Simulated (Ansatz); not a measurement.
Starting structure of a cell relaxation (symmetry kept):

```cif
data_structure
_symmetry_space_group_name_H-M 'P 1'
_symmetry_Int_Tables_number 1
_cell_length_a 4.2462
_cell_length_b 4.2462
_cell_length_c 4.2462
_cell_angle_alpha 60.000
_cell_angle_beta 60.000
_cell_angle_gamma 60.000
_cell_volume 54.14
loop_
_atom_site_label
_atom_site_type_symbol
_atom_site_fract_x
_atom_site_fract_y
_atom_site_fract_z
_atom_site_occupancy
Li1 Li 0.25000 0.25000 0.25000 1
Li2 Li 0.75000 0.75000 0.75000 1
Se1 Se 0.00000 0.00000 0.00000 1
```

Theory: Ansatz, DFT r2SCAN, scalar-relativistic, plane waves, PAW.

Cutoff 500 eV; k points 8×8×8 on the computed 3-atom cell (Γ-centred); Gaussian smearing, width 0.02 eV; no spin polarisation.

Task: What does it relax to?

Result: The volume drops by 0.16 Å³/atom to 17.88 Å³/atom, and the energy falls by 0.2 meV/atom. Final structure:
```
Li Se
1.0
     0.00000    2.99341    2.99341
     2.99341    0.00000    2.99341
     2.99341    2.99341    0.00000
Li Se
2 1
Direct
  0.25000 0.25000 0.25000
  0.75000 0.75000 0.75000
  0.00000 0.00000 0.00000
```

Course of the relaxation (steps run on the plane waves of an earlier cell, and the basis is chosen afresh near the end, so energy and pressure can step there; trial steps that raised the energy were taken back; energies are free energies):

```
step E − E_final (meV/atom) P (GPa) V (Å³/atom)
   1                     0.2    -0.34        18.05
   2                     0.0    -0.03        17.88
   3                     0.0    -0.03        17.88
```

Cost: 1 run of about 0.36 core-minutes, on Intel Xeon Processor @ 2.50GHz (Skylake/Cascade Lake) (shared hosts).